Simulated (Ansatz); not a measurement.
Runs of Ansatz 0.2.0 on Sb. It takes space group P6_3/mmc (No. 194, hexagonal). Conventional cell: a = 3.355 Å, b = 3.355 Å, c = 5.470 Å, α = 90.00°, β = 90.00°, γ = 120.00°. Sb (site symmetry -6m2) is surrounded by 12 Sb at 3.35 Å. This isn't the form of Sb at room conditions, which is rhombohedral.

| task | level | cell | cutoff (eV) | points for each segment of the path | gap on the mesh (eV) | pressure (GPa) | relaxed volume (Å³/atom) |
| --- | --- | --- | --- | --- | --- | --- | --- |
| relaxation of cell and atoms | revPBE | relaxed | 420 | - | none | 0.0 | (a) |
| band structure | BLYP | as given | 420 | 14 | none | 7.3 | - |
| band structure | r2SCAN | as given | 500 | 14 | none | 0.7 | - |
| relaxation of cell and atoms | BLYP | relaxed | 420 | - | none | 0.0 | 33.14 |

Alike in all rows: potentials or basis Ansatz PAW; no spin polarisation; k mesh 9 × 9 × 5; smearing fermi-dirac 0.05 eV.

Question: Fill in the values left out.

Answer: (a) 27.77.

Caveats: the PAW data sets come from PBE, with cores solved anew for the run's functional, which leaves a small shift of forces and pressure; the plane-wave basis is chosen anew once the cell has moved, so the energies of steps on either side of that aren't comparable (some runs); spin-orbit coupling is left out, which moves the levels of the heavy elements (some runs); the volume moved by over 15 % at a fixed basis, so the end points are rough (some runs).

A k mesh can miss the band edges, and the runs leave out spin-orbit coupling on Sb.

A gap of «none» marks a metal or a gap under the smearing width.

Runs at the PBE level aren't shown here.
